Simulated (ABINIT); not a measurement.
# W (Fm-3m) in ABINIT: convergence with k mesh

Aim: find how far k mesh must go before the results for W settle, at PBEsol. This setting moves, with any that are tied to it; all else stays.

All numbers are computed with ABINIT 10.8.3 (patched build); they aren't measurements. Logs are shortened: lines on timing, memory, paths and dates and some standing lists are left out, and cuts for length are marked. The log counts tension as positive stress, the text compression.

## 1. The crystal as given

The structure is cubic, space group Fm-3m (No. 225). The conventional cell has a = 4.060 Å, b = 4.060 Å, c = 4.060 Å, α = 90.00°, β = 90.00°, γ = 90.00°. W (site symmetry m-3m) has 12 W at 2.87 Å as nearest neighbours.

This isn't the form of W at room conditions, which is bcc.

## 2. With k mesh 2 × 2 × 2

Contents of run.abi:

```
pp_dirpath "./"
pseudos "W.GGA_PBE-JTH.xml"

acell 3*1.0
rprim
     0.0000000000     3.8361440330     3.8361440330
     3.8361440330     0.0000000000     3.8361440330
     3.8361440330     3.8361440330     0.0000000000
ntypat 1
znucl 74
natom 1
typat 1
xred
     0.0000000000     0.0000000000     0.0000000000

ecut 16.0
pawecutdg 32.0
pawxcdev 0

kptopt 1
ngkpt 2 2 2
nshiftk 1
shiftk 0.0 0.0 0.0

ixc -116133

nband 11
occopt 7
tsmear 0.00367493

nstep 100
tolvrs 1.0e-9

iomode 3
prtwf 0
prtden 0
prteig 0
prtebands 0
enunit 1
```

Potentials or basis: JTH PAW PBE v2.0.

On the command line:

```console
> abinit run.abi > log 2>&1
```

run.abo:

```text
.Version 10.8.3 of ABINIT
 Symmetries : space group Fm -3 m (#225); Bravais cF (face-center cubic)
================================================================================
 Values of the parameters that define the memory need of the present run
     intxc =       0    ionmov =       0      iscf =      17    lmnmax =      18
     lnmax =       6     mgfft =      20  mpssoang =       3    mqgrid =    3001
     natom =       1  nloc_mem =       2    nspden =       1   nspinor =       1
    nsppol =       1      nsym =      48    n1xccc =       1    ntypat =       1
    occopt =       7   xclevel =       2
       mpw =         172          nfft =        8000          nkpt =           3
 PAW method is used; the additional fine FFT grid is defined by:
   mgfftf=        30    nfftf =     27000
================================================================================
================================================================================

--------------------------------------------------------------------------------
------------- Echo of variables that govern the present computation ------------
--------------------------------------------------------------------------------
 -outvars: echo values of preprocessed input variables --------
            acell      1.0000000000E+00  1.0000000000E+00  1.0000000000E+00 Bohr
              amu      1.83850000E+02
             ecut      1.60000000E+01 Hartree
           enunit           1
              ixc     -116133
         kptrlatt        2    0    0      0    2    0      0    0    2
          kptrlen      1.08502538E+01
            natom           1
            nband          11
            ngfft          20      20      20
          ngfftdg          30      30      30
             nkpt           3
            nstep         100
             nsym          48
           ntypat           1
           occopt           7
        pawecutdg      3.20000000E+01 Hartree
         pawxcdev           0
           prtden           0
        prtebands           0
           prteig           0
            prtwf           0
            rprim      0.0000000000E+00  3.8361440330E+00  3.8361440330E+00
                       3.8361440330E+00  0.0000000000E+00  3.8361440330E+00
                       3.8361440330E+00  3.8361440330E+00  0.0000000000E+00
          spgroup         225
           tolvrs      1.00000000E-09
           tsmear      3.67493000E-03 Hartree
            typat      1
           useylm           1
            znucl       74.00000

================================================================================

 chkinp: Checking input parameters for consistency.

================================================================================
== DATASET  1 ==================================================================

--- !DatasetInfo
iteration_state: {dtset: 1, }
dimensions: {natom: 1, nkpt: 3, mband: 11, nsppol: 1, nspinor: 1, nspden: 1, mpw: 172, }
cutoff_energies: {ecut:  16.0, pawecutdg:  32.0, }
electrons: {nelect:   1.40000000E+01, charge:   0.00000000E+00, occopt:   7.00000000E+00, tsmear:   3.67493000E-03, }
meta: {optdriver: 0, ionmov: 0, optcell: 0, iscf: 17, paral_kgb: 0, }
...
[... 78 lines left out ...]
cartesian_forces: # hartree/bohr
- [ -0.00000000E+00,  -0.00000000E+00,  -0.00000000E+00, ]
force_length_stats: {min:   0.00000000E+00, max:   0.00000000E+00, mean:   0.00000000E+00, }
...

 Integrated electronic density in atomic spheres:
 ------------------------------------------------
 Atom  Sphere_radius  Integrated_density
    1        2.41189         11.81031259

================================================================================

 ----iterations are completed or convergence reached----

 Mean square residual over all n,k,spin=   12.831E-13; max=  22.402E-12
 reduced coordinates (array xred) for    1 atoms
       0.000000000000      0.000000000000      0.000000000000
 rms dE/dt=  0.0000E+00; max dE/dt=  0.0000E+00; dE/dt below (all hartree)
    1       0.000000000000      0.000000000000      0.000000000000

 cartesian coordinates (angstrom) at end:
    1      0.00000000000000     0.00000000000000     0.00000000000000

 cartesian forces (hartree/bohr) at end:
    1     -0.00000000000000    -0.00000000000000    -0.00000000000000
 frms,max,avg= 0.0000000E+00 0.0000000E+00   0.000E+00  0.000E+00  0.000E+00 h/b

 cartesian forces (eV/Angstrom) at end:
    1     -0.00000000000000    -0.00000000000000    -0.00000000000000
 frms,max,avg= 0.0000000E+00 0.0000000E+00   0.000E+00  0.000E+00  0.000E+00 e/A
 length scales=  1.000000000000  1.000000000000  1.000000000000 bohr
              =  0.529177210544  0.529177210544  0.529177210544 angstroms
 Fermi (or HOMO) energy (eV) =   9.10313   Average Vxc (eV)= -13.03638
 Eigenvalues (   eV  ) for nkpt=   3  k points:
 kpt#   1, nband= 11, wtk=  0.12500, kpt=  0.0000  0.0000  0.0000 (reduced coord)
 -64.73477  -28.40685  -28.40685  -28.40685   -0.42311    8.14068    8.14068    8.14068
  11.27046   11.27046   21.46833
 prteigrs : prtvol=0 or 1, do not print more k-points.

--- !EnergyTerms
iteration_state     : {dtset: 1, }
comment             : Components of total free energy in Hartree
kinetic             :  7.07138381344455E+00
hartree             :  1.06660620856708E+01
xc                  : -7.60850195873886E+00
Ewald energy        : -5.85635574939261E+01
psp_core            :  5.83688216054516E+00
local_psp           : -2.96366280971551E+01
PAW spherical_terms :  3.14321618226820E+00
internal            : -6.90911433078914E+01
'-kT*entropy'       : -1.03667861313365E-03
total_energy        : -6.90921799865045E+01
total_energy_eV     : -1.88009399618961E+03
...

--- !EnergyTermsDC
iteration_state     : {dtset: 1, }
comment             : '"Double-counting" decomposition of free energy'
band_energy         : -9.82843735800752E+00
Ewald energy        : -5.85635574939261E+01
psp_core            :  5.83688216054516E+00
xc_dc               : -1.40058653049078E+01
PAW spherical_terms :  7.46983565899571E+00
internal            : -6.90911423373005E+01
'-kT*entropy'       : -1.03667861313365E-03
total_energy_dc     : -6.90921790159137E+01
total_energy_dc_eV  : -1.88009396977849E+03
...

--- !EnergyTermsWithPAWCore
iteration_state     : {dtset: 1, }
comment             : 'Components of total free energy, including PAW core contributions'
Total energy        : -1.61382548471319E+04
Total energy DC     : -1.61382548461613E+04
Total energy (eV)   : -4.39144285981382E+05
Total energy DC (eV): -4.39144285954971E+05
...

 Cartesian components of stress tensor (hartree/bohr^3)
  sigma(1 1)=  1.44767273E-03  sigma(3 2)=  0.00000000E+00
  sigma(2 2)=  1.44767273E-03  sigma(3 1)=  0.00000000E+00
  sigma(3 3)=  1.44767273E-03  sigma(2 1)=  0.00000000E+00

-Cartesian components of stress tensor (GPa)         [Pressure= -4.2592E+01 GPa]
- sigma(1 1)=  4.25920023E+01  sigma(3 2)=  0.00000000E+00
- sigma(2 2)=  4.25920023E+01  sigma(3 1)=  0.00000000E+00
- sigma(3 3)=  4.25920023E+01  sigma(2 1)=  0.00000000E+00

== END DATASET(S) ==============================================================
================================================================================

 -outvars: echo values of variables after computation  --------
            acell      1.0000000000E+00  1.0000000000E+00  1.0000000000E+00 Bohr
           etotal     -6.9092179016E+01
            fcart     -0.0000000000E+00 -0.0000000000E+00 -0.0000000000E+00
            rprim      0.0000000000E+00  3.8361440330E+00  3.8361440330E+00
                       3.8361440330E+00  0.0000000000E+00  3.8361440330E+00
                       3.8361440330E+00  3.8361440330E+00  0.0000000000E+00
           strten      1.4476727326E-03  1.4476727326E-03  1.4476727326E-03
                       0.0000000000E+00  0.0000000000E+00  0.0000000000E+00
 Calculation completed.
```

It took 4 s on 1 thread of Arm Neoverse V1, shared host; peak memory 0.08 GiB.

What came out:

| Quantity | Value |
| --- | --- |
| Free energy | -1880.0940 eV |
| Pressure | -42.6 GPa |
| Band gap on the k mesh | none (metal or under the smearing width) |
| Valence electrons inside the program's atomic spheres | W 11.81 (radii [1.2763] Å) |

## 3. With k mesh 3 × 3 × 3

run.abi, as its differences from that of step 2:

```diff
@@ -20,3 +20,3 @@
 kptopt 1
-ngkpt 2 2 2
+ngkpt 3 3 3
 nshiftk 1
```

Potentials or basis: JTH PAW PBE v2.0.

On the command line:

```console
> abinit run.abi > log 2>&1
```

Wall time 5.6 s (1 thread of Arm Neoverse V1, shared host); peak memory 0.08 GiB.

The run converged. Its results:

```
Free energy                                           : -1879.3167 eV
Pressure                                              : -7.1 GPa
Band gap on the k mesh                                : none (metal or under the smearing width)
Valence electrons inside the program's atomic spheres : W 11.65 (radii [1.2763] Å)
```

## 4. With k mesh 5 × 5 × 5

run.abi, as its differences from that of step 3:

```diff
@@ -20,3 +20,3 @@
 kptopt 1
-ngkpt 3 3 3
+ngkpt 5 5 5
 nshiftk 1
```

On the command line:

```console
> abinit run.abi > log 2>&1
```

Run time: 5 s. Hardware: 1 thread of Arm Neoverse V1, shared host; peak memory 0.08 GiB.

It converged, with:

```
Free energy                                           : -1879.7110 eV
Pressure                                              : -13.8 GPa
Band gap on the k mesh                                : none (metal or under the smearing width)
Valence electrons inside the program's atomic spheres : W 11.66 (radii [1.2763] Å)
```

## 5. With k mesh 7 × 7 × 7

run.abi, as its differences from that of step 4:

```diff
@@ -20,3 +20,3 @@
 kptopt 1
-ngkpt 5 5 5
+ngkpt 7 7 7
 nshiftk 1
```

On the command line:

```console
> abinit run.abi > log 2>&1
```

It took 6.7 s on 1 thread of Arm Neoverse V1, shared host; peak memory 0.08 GiB.

It converged, with:

- Free energy: -1879.6633 eV
- Pressure: -11.5 GPa
- Band gap on the k mesh: none (metal or under the smearing width)
- Valence electrons inside the program's atomic spheres: W 11.64 (radii [1.2763] Å)

## 6. With k mesh 8 × 8 × 8

run.abi, as its differences from that of step 5:

```diff
@@ -20,3 +20,3 @@
 kptopt 1
-ngkpt 7 7 7
+ngkpt 8 8 8
 nshiftk 1
```

Potentials or basis: JTH PAW PBE v2.0.

On the command line:

```console
> abinit run.abi > log 2>&1
```

Run time: 6.7 s. Hardware: 1 thread of Arm Neoverse V1, shared host; peak memory 0.08 GiB.

It converged, with:

```
Free energy                                           : -1879.7012 eV
Pressure                                              : -12.6 GPa
Band gap on the k mesh                                : none (metal or under the smearing width)
Valence electrons inside the program's atomic spheres : W 11.65 (radii [1.2763] Å)
```

## 7. With k mesh 10 × 10 × 10

run.abi, as its differences from that of step 6:

```diff
@@ -20,3 +20,3 @@
 kptopt 1
-ngkpt 8 8 8
+ngkpt 10 10 10
 nshiftk 1
```

On the command line:

```console
> abinit run.abi > log 2>&1
```

Wall time 9.4 s (1 thread of Arm Neoverse V1, shared host); peak memory 0.09 GiB.

The run converged. Its results:

| Quantity | Value |
| --- | --- |
| Free energy | -1879.6815 eV |
| Pressure | -12.6 GPa |
| Band gap on the k mesh | none (metal or under the smearing width) |
| Valence electrons inside the program's atomic spheres | W 11.65 (radii [1.2763] Å) |

## 8. With k mesh 12 × 12 × 12

run.abi, as its differences from that of step 7:

```diff
@@ -20,3 +20,3 @@
 kptopt 1
-ngkpt 10 10 10
+ngkpt 12 12 12
 nshiftk 1
```

On the command line:

```console
> abinit run.abi > log 2>&1
```

Run time: 11 s. Hardware: 1 thread of Arm Neoverse V1, shared host; peak memory 0.09 GiB.

It converged, with:

```
Free energy                                           : -1879.6874 eV
Pressure                                              : -13.4 GPa
Band gap on the k mesh                                : none (metal or under the smearing width)
Valence electrons inside the program's atomic spheres : W 11.66 (radii [1.2763] Å)
```

## 9. With k mesh 14 × 14 × 14

run.abi, as its differences from that of step 8:

```diff
@@ -20,3 +20,3 @@
 kptopt 1
-ngkpt 12 12 12
+ngkpt 14 14 14
 nshiftk 1
```

Potentials or basis: JTH PAW PBE v2.0.

On the command line:

```console
> abinit run.abi > log 2>&1
```

Wall time 14 s (1 thread of Arm Neoverse V1, shared host); peak memory 0.1 GiB.

It converged, with:

```
Free energy                                           : -1879.6895 eV
Pressure                                              : -13.0 GPa
Band gap on the k mesh                                : none (metal or under the smearing width)
Valence electrons inside the program's atomic spheres : W 11.65 (radii [1.2763] Å)
```

## 10. With k mesh 16 × 16 × 16

run.abi, as its differences from that of step 9:

```diff
@@ -20,3 +20,3 @@
 kptopt 1
-ngkpt 14 14 14
+ngkpt 16 16 16
 nshiftk 1
```

On the command line:

```console
> abinit run.abi > log 2>&1
```

It took 19 s on 1 thread of Arm Neoverse V1, shared host; peak memory 0.1 GiB.

It converged, with:

| Property | Result |
| --- | --- |
| Free energy | -1879.6869 eV |
| Pressure | -13.1 GPa |
| Band gap on the k mesh | none (metal or under the smearing width) |
| Valence electrons inside the program's atomic spheres | W 11.65 (radii [1.2763] Å) |

## 11. The series at a glance

```tsv
k mesh	energy less the tightest run, at zero smearing (meV/atom)	pressure (GPa)	SCF cycles	CPU time (s)	peak memory (GiB)
2 × 2 × 2	-396.47	-42.59	10	4	0.08
3 × 3 × 3	377.98	-7.13	15	5.6	0.08
5 × 5 × 5	-22.18	-13.77	11	5	0.08
7 × 7 × 7	24.33	-11.47	13	6.6	0.08
8 × 8 × 8	-13.58	-12.58	11	6.5	0.08
10 × 10 × 10	4.52	-12.61	13	9.3	0.09
12 × 12 × 12	0.12	-13.42	12	11	0.09
14 × 14 × 14	-2.93	-13.01	12	14	0.1
16 × 16 × 16	0.00	-13.12	13	19	0.1
```

Not settled before the last step: the energy (to 1 meV/atom), the pressure (to 0.1 GPa). Meshes of other sizes hit other points, so gaps and Fermi surfaces needn't settle smoothly. The tightest run that finished is the yardstick and may itself not be fully converged.

Caveats: the PAW data sets were made with another functional, which shifts forces and pressure a little.
